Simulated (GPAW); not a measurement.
Crystal: GaSb.

```
Sb Ga
1.0
     0.00000    3.05900    3.05900
     3.05900    0.00000    3.05900
     3.05900    3.05900    0.00000
Sb Ga
1 1
Direct
  0.75000 0.75000 0.75000
  0.00000 0.00000 0.00000
```

Base run:

```yaml
Program: GPAW 26.7.0
Functional: PBEsol
Potentials_or_basis: PAW data sets generated in the run's folder for this functional
Cutoff: 600 eV
Basis: pw
k_mesh: 8 × 8 × 8
Occupations: fermi-dirac, width 0.05 eV
Spin: no spin polarisation
```

Its results: pressure -0.1 GPa.

Task: After a change of settings the same cell gave: pressure 2.3 GPa. Which change was it?
A. functional from PBEsol to revPBE; potentials or basis from PAW data sets generated in the run's folder for this functional to the program's PAW data sets (release 1.2.1) made for this functional
B. functional from PBEsol to PBE; potentials or basis from PAW data sets generated in the run's folder for this functional to GPAW PAW data sets (gpaw-data 1.2.1)
C. functional from PBEsol to BLYP
D. functional from PBEsol to RPBE; potentials or basis from PAW data sets generated in the run's folder for this functional to the program's PAW data sets (release 1.2.1) made for this functional

Result: B.
